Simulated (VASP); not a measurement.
# W in VASP: relaxation of the atoms with PBE

Aim: the relaxation of the atoms of W with PBE.

Program: VASP 6.6.1. These are calculated values, not measurements. Logs are shortened: lines on timing, memory, paths and dates and some standing lists are left out, and cuts for length are marked.

### 1 The slab as given

The cell holds a slab with vacuum, 1 atom: a = 2.866 Å, b = 2.866 Å, c = 19.879 Å, α = 90.00°, β = 90.00°, γ = 109.47°.

The cell was built by a generator and needn't be a form met in nature.

### 2 Relaxation of the atoms, PBE

File INCAR:

```
PREC = Accurate
ENCUT = 520
EDIFF = 1E-7
ISMEAR = 1
SIGMA = 0.1
LREAL = False
LASPH = True
NELM = 120
ALGO = Normal
ISIF = 2
LWAVE = False
LCHARG = False
LDIPOL = True
IDIPOL = 3
DIPOL = 0.5 0.5 0.500
GGA = PE
IBRION = 2
NSW = 90
EDIFFG = -0.02
```

File KPOINTS:

```
regular mesh
0
Gamma
  12 12 1
```

File POSCAR:

```
W
1.0
    2.8655568500      0.0000000000      0.0000000000
   -0.9551856200      2.7016728600      0.0000000000
    0.0000000000      0.0000000000     19.8794566000
W
1
Direct
    0.0000000000      0.0000000000      0.5000000000
```

Potentials or basis: VASP PAW PBE potentials, release 64 (W_sv).

The run is started by

```console
cat potpaw_PBE.64/W_sv/POTCAR > POTCAR
mpirun -np 1 vasp_std > vasp.out
```

OUTCAR:

```text
PREC = Accurate
   ENCUT = 520
   EDIFF = 1E-7
   ISMEAR = 1
   LREAL = False
   LASPH = True
   NELM = 120
   ISIF = 2
   GGA = PE
   IBRION = 2
   NSW = 90
   EDIFFG = -0.02

 ion  position               nearest neighbor table
   1  0.000  0.000  0.500-

  LATTYP: Found a base centered orthorhombic cell.
 ALAT       =     3.3088599969
 B/A-ratio  =     1.4142135723
 C/A-ratio  =     6.0079473350

  Lattice vectors:

 A1 = (   2.8655568500,   0.0000000000,   0.0000000000)
 A2 = (  -0.9551856200,   2.7016728600,   0.0000000000)
 A3 = (   0.0000000000,   0.0000000000,  19.8794566000)

Analysis of symmetry for initial positions (statically):
=====================================================================
 Subroutine PRICEL returns:
 Original cell was already a primitive cell.

 Routine SETGRP: Setting up the symmetry group for a
 base centered orthorhombic supercell.

 Subroutine GETGRP returns: Found  8 space group operations
 (whereof  8 operations were pure point group operations)
 out of a pool of  8 trial point group operations.

The static configuration has the point symmetry D_2h.

Analysis of symmetry for dynamics (positions and initial velocities):
=====================================================================
 Subroutine PRICEL returns:
 Original cell was already a primitive cell.

 Routine SETGRP: Setting up the symmetry group for a
 base centered orthorhombic supercell.

 Subroutine GETGRP returns: Found  8 space group operations
 (whereof  8 operations were pure point group operations)
 out of a pool of  8 trial point group operations.

The dynamic configuration has the point symmetry D_2h.

 Subroutine INISYM returns: Found  8 space group operations
 (whereof  8 operations are pure point group operations),
 and found     1 'primitive' translations

----------------------------------------------------------------------------------------

                                     Primitive cell

  volume of cell :     153.9027

  direct lattice vectors                    reciprocal lattice vectors
     2.865556850  0.000000000  0.000000000     0.348972312  0.123380347  0.000000000
    -0.955185620  2.701672860  0.000000000     0.000000000  0.370141039  0.000000000
     0.000000000  0.000000000 19.879456600     0.000000000  0.000000000  0.050303186

  length of vectors
     2.865556850  2.865556806 19.879456600     0.370141034  0.370141039  0.050303186

  position of ions in fractional coordinates (direct lattice)
     0.000000000  0.000000000  0.500000000

  ion indices of the primitive-cell ions
   primitive index   ion index
                 1           1

----------------------------------------------------------------------------------------

 KPOINTS: regular mesh

Automatic generation of k-mesh.
 Grid dimensions read from file:
 generate k-points for:   12   12    1

 Generating k-lattice:

  Cartesian coordinates                     Fractional coordinates (reciprocal lattice)
     0.029081026  0.010281696  0.000000000     0.083333333  0.000000000  0.000000000
     0.000000000  0.030845087  0.000000000     0.000000000  0.083333333  0.000000000
     0.000000000  0.000000000  0.050303186     0.000000000  0.000000000  1.000000000

  Length of vectors
     0.030845086  0.030845087  0.050303186

  Shift w.r.t. Gamma in fractional coordinates (k-lattice)
     0.000000000  0.000000000  0.000000000

 Subroutine IBZKPT returns following result:
 ===========================================

 Found     43 irreducible k-points:

 Following reciprocal coordinates:
            Coordinates               Weight
  0.000000  0.000000  0.000000      1.000000
  0.083333  0.000000  0.000000      4.000000
  0.166667  0.000000  0.000000      4.000000
  0.250000  0.000000  0.000000      4.000000
  0.333333  0.000000  0.000000      4.000000
  0.416667  0.000000  0.000000      4.000000
[... 16 lines left out ...]
  0.500000  0.166667  0.000000      4.000000
 -0.416667  0.166667  0.000000      4.000000
 [... further k-points ...]
   k-points           NKPTS =     43   k-points in BZ     NKDIM =     43   number of bands    NBANDS=     11
   number of dos      NEDOS =    301   number of ions     NIONS =      1
   total plane-waves  NPLWV =  86400
   dimension x,y,z NGX =    24 NGY =   24 NGZ =  150
   dimension x,y,z NGXF=    48 NGYF=   48 NGZF=  300
   ions per type =               1
   NGX,Y,Z   is equivalent  to a cutoff of  13.92, 13.92, 12.54 a.u.
   NGXF,Y,Z  is equivalent  to a cutoff of  27.85, 27.85, 25.09 a.u.
 SYSTEM =  unknown system
   PREC   = accura    normal or accurate (medium, high low for compatibility)
   ISTART =      0    job   : 0-new  1-cont  2-samecut
   ICHARG =      2    charge: 1-file 2-atom 10-const
   ISPIN  =      1    spin polarized calculation?
   LNONCOLLINEAR =      F non collinear calculations
   LSORBIT =      F    spin-orbit coupling
   LASPH  =      T    aspherical Exc in radial PAW
   ENCUT  =  520.0 eV  38.22 Ry    6.18 a.u.   5.33  5.33 36.96*2*pi/ulx,y,z
   NELM   =    120;   NELMIN=  2; NELMDL= -5     # of ELM steps
   EDIFF  = 0.1E-06   stopping-criterion for ELM
   LREAL  =      F    real-space projection
   EDIFFG = -.2E-01   stopping-criterion for IOM
   NSW    =     90    number of steps for IOM
   IBRION =      2    ionic relax: 0-MD 1-quasi-New 2-CG
   NFREE  =      1    steps in history (QN), initial steepest desc. (CG)
   ISIF   =      2    stress and relaxation
   ISYM   =      2    0-nonsym 1-usesym 2-fastsym
   POTIM  = 0.5000    time-step for ionic-motion
   TEBEG  =    0.0;   TEEND  =   0.0 temperature during run
   PSTRESS=    0.0 pullay stress
   NELECT =      14.0000    total number of electrons
   NUPDOWN=      -1.0000    fix difference up-down
   EMIN   =  10.00;   EMAX   =-10.00  energy-range for DOS
   EFERMI =   0.00;   METHOD = LEGACY
   ISMEAR =     1;   SIGMA  =   0.10  broadening in eV -4-tet -1-fermi 0-gaus
   EFERMI_NEDOS =   21; number of points for ismear=-14 and -15
   IALGO  =     38    algorithm
   IMIX   =      4    mixing-type and parameters
     AMIX     =   0.40;   BMIX     =  1.00
     AMIX_MAG =   1.60;   BMIX_MAG =  1.00
  volume/ion in A,a.u.               =     153.90      1038.59
  Fermi-wavevector in a.u.,A,eV,Ry     =   0.736267  1.391343  7.375572  0.542089
  Thomas-Fermi vector in A             =   1.829665
   LORBIT       =      0    0 simple, 1 ext, 2 COOP (PROOUT), +10 PAW based schemes
   GGA     = PE    functional components
   LHFCALC =     F    Hartree Fock is set to
   AEXX    =    0.0000 exact exchange contribution
   IVDW    =     0    specifies the selected vdW correction
   LEPSILON=     F    determine dielectric tensor
   LRPA    =     F    only Hartree local field effects (RPA)
 conjugate gradient relaxation of ions
 non-spin polarized calculation
 Methfessel and Paxton  Order N= 1 SIGMA  =   0.10
  energy-cutoff  :      520.00
  volume of cell :      153.90
 maximum number of plane-waves:      4176
 NGX is ok and might be reduce to    24
   NGX = 11   NGY = 11   NGZ = 73

 number of electron      13.9999999 magnetization

 dipolmoment           0.000000      0.000000     -0.000000 electrons x Angstroem

 Free energy of the ion-electron system (eV)
  ---------------------------------------------------
  ext. energy  EPLUGINS =         0.00000000
  ---------------------------------------------------
  free energy    TOTEN  =        -9.11854145 eV

  energy without entropy =       -9.11754088  energy(sigma->0) =       -9.11820793

 E-fermi :  -3.4101     XC(G=0):  -2.5534

 val. band max:       -3.4162093652   @ k =  -0.1667   0.0833   0.0000
 cond. band min:      -3.4027587326   @ k =  -0.3333   0.3333   0.0000
 fundamental gap:      0.0134506326
 Fermi energy:        -3.4101072905

 k-point     1 :       0.0000    0.0000    0.0000
  band No.  band energies     occupation
      1     -77.7054      2.00000
      2     -42.0804      2.00000
      3     -41.4742      2.00000
      4     -41.2571      2.00000
      5      -9.1117      2.00000
      6      -4.9716      2.00000
      7      -4.4882      2.00000
      8      -2.6340     -0.00000
      9      -1.4353     -0.00000
     10      -1.3727      0.00000
     11      -0.8252      0.00000

 k-point     2 :       0.0833    0.0000    0.0000
  band No.  band energies     occupation
      1     -77.7030      2.00000
      2     -42.0761      2.00000
      3     -41.4944      2.00000
      4     -41.2785      2.00000
      5      -8.8858      2.00000
      6      -4.9179      2.00000
      7      -4.4008      2.00000
      8      -2.9391     -0.00000
      9      -1.4712     -0.00000
     10      -1.1873      0.00000
     11      -0.7960      0.00000

 k-point     3 :       0.1667    0.0000    0.0000
  band No.  band energies     occupation
      1     -77.6965      2.00000
      2     -42.0643      2.00000
      3     -41.5659      2.00000
      4     -41.3195      2.00000
      5      -8.2666      2.00000
      6      -4.7960      2.00000
      7      -4.1290      2.00000
      8      -3.5547      2.05994
      9      -1.4589     -0.00000
     10      -1.0991      0.00000
     11      -0.4302      0.00000

 k-point     4 :       0.2500    0.0000    0.0000
  band No.  band energies     occupation
      1     -77.6877      2.00000
      2     -42.0482      2.00000
      3     -41.6881      2.00000
      4     -41.3482      2.00000
      5      -7.4688      2.00000
      6      -4.5744      2.00000
      7      -4.2018      2.00000
      8      -3.6956      2.00041
      9      -1.1941      0.00000
     10      -1.1637      0.00000
     11       0.2494      0.00000

 k-point     5 :       0.3333    0.0000    0.0000
  band No.  band energies     occupation
      1     -77.6789      2.00000
      2     -42.0320      2.00000
      3     -41.8208      2.00000
      4     -41.3635      2.00000
      5      -6.8950      2.00000
      6      -4.7430      2.00000
      7      -4.0027      2.00000
      8      -3.1606     -0.00237
      9      -1.2305      0.00000
     10      -0.6816      0.00000
     11       1.0860      0.00000
[... 211 lines left out ...]
 k-point    21 :       0.3333    0.1667    0.0000
  band No.  band energies     occupation
      1     -77.6700      2.00000
      2     -42.0159      2.00000
      3     -41.8275      2.00000
      4     -41.5100      2.00000
      5      -5.8174      2.00000
      6      -4.6549      2.00000
      7      -3.5994      2.02225
      8      -2.9682     -0.00000
      9      -2.5386     -0.00000
     10       0.0841      0.00000
     11       2.6402      0.00000

 k-point    22 :       0.4167    0.1667    0.0000
  band No.  band energies     occupation
      1     -77.6645      2.00000
      2     -42.0067      2.00000
      3     -41.9060      2.00000
      4     -41.5103      2.00000
      5      -5.7321      2.00000
      6      -4.8970      2.00000
      7      -3.1633     -0.00267
      8      -2.8629     -0.00000
      9      -2.4748     -0.00000
     10       0.8283      0.00000
     11       3.4313      0.00000

 k-point    23 :       0.5000    0.1667    0.0000
  band No.  band energies     occupation
      1     -77.6632      2.00000
      2     -42.0050      2.00000
      3     -41.9258      2.00000
      4     -41.5013      2.00000
      5      -5.6152      2.00000
      6      -4.9660      2.00000
      7      -3.8153      2.00000
      8      -2.9104     -0.00000
      9      -2.2972     -0.00000
     10       1.4200      0.00000
     11       3.1699      0.00000

 k-point    24 :      -0.4167    0.1667    0.0000
  band No.  band energies     occupation
      1     -77.6663      2.00000
      2     -42.0113      2.00000
      3     -41.8770      2.00000
      4     -41.4908      2.00000
      5      -5.5976      2.00000
      6      -4.8203      2.00000
      7      -4.6196      2.00000
      8      -3.1176     -0.00028
      9      -2.0989     -0.00000
     10       0.3309      0.00000
     11       2.2192      0.00000

 [... further k-points ...]

------------------------ aborting loop because EDIFF is reached ----------------------------------------

 vacuum level on the upper side and lower side of the slab       (xc-potential included)        -0.081        -0.081

  FORCE on cell =-STRESS in cart. coord.  units (eV):
  Direction    XX          YY          ZZ          XY          YZ          ZX
  --------------------------------------------------------------------------------------
  -------------------------------------------------------------------------------------
  Total       -7.5151106     -7.5783647     -0.0089258     -0.0894552      0.0000000      0.0000000
  in kB      -78.2347428    -78.8932388     -0.0929204     -0.9312577      0.0000000      0.0000000
  external PRESSURE =     -52.4069673 kB  Pullay stress =       0.0000000 kB

 VOLUME and BASIS-vectors are now :
 -----------------------------------------------------------------------------
  energy-cutoff  :      520.00
  volume of cell :      153.90
      direct lattice vectors                 reciprocal lattice vectors
     2.865556850  0.000000000  0.000000000     0.348972312  0.123380347  0.000000000
    -0.955185620  2.701672860  0.000000000     0.000000000  0.370141039  0.000000000
     0.000000000  0.000000000 19.879456600     0.000000000  0.000000000  0.050303186

 POSITION                                       TOTAL-FORCE (eV/Angst)
 -----------------------------------------------------------------------------------
      0.00000      0.00000      9.93973        -0.000000      0.000000      0.000000
 -----------------------------------------------------------------------------------
    total drift:                                0.000000      0.000000     -0.000000

  FREE ENERGIE OF THE ION-ELECTRON SYSTEM (eV)
  ---------------------------------------------------
  free  energy   TOTEN  =        -9.1185414510 eV

  energy  without entropy=       -9.1175408758  energy(sigma->0) =       -9.11820793

 reached required accuracy - stopping structural energy minimisation

 vacuum level on the upper side and lower side of the slab         1.791         1.791
```

It took 41 s on 1 thread of Intel Xeon 6975P-C (Granite Rapids), shared host; peak memory 0.3 GiB.

What came out:

```
Free energy            : -9.1185 eV
Band gap on the k mesh : none (metal or under the smearing width)
```

Final structure:
```cif
data_structure
_symmetry_space_group_name_H-M 'P 1'
_symmetry_Int_Tables_number 1
_cell_length_a 2.8656
_cell_length_b 2.8656
_cell_length_c 19.8795
_cell_angle_alpha 90.000
_cell_angle_beta 90.000
_cell_angle_gamma 109.471
_cell_volume 153.90
loop_
_atom_site_label
_atom_site_type_symbol
_atom_site_fract_x
_atom_site_fract_y
_atom_site_fract_z
_atom_site_occupancy
W1 W 0.00000 0.00000 0.50000 1
```

Caveat: the relaxation stopped at its first step, so nothing moved. Spin-orbit coupling is left out, which matters for the levels of W.
